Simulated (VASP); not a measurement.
The system is Pt.

```xyz
1
Lattice="0.0000 1.9609 1.9609 1.9609 0.0000 1.9609 1.9609 1.9609 0.0000" Properties=species:S:1:pos:R:3 pbc="T T T"
Pt    0.0000    0.0000    0.0000
```

Base run:

```yaml
Program: VASP 6.6.1
Functional: SCAN
Potentials_or_basis: VASP PAW PBE potentials, release 64 (Pt)
Cutoff: 520 eV
k_mesh: 12 × 12 × 12
Occupations: fermi-dirac, width 0.05 eV
Spin: no spin polarisation
```

Its results: pressure -5.2 GPa.

Problem. The run is repeated on the same cell with these changes: functional from SCAN to r2SCAN. What comes out?

Solution. Pressure 4.9 GPa.

Caveats: the PAW data sets were made with another functional, which shifts forces and pressure a little.
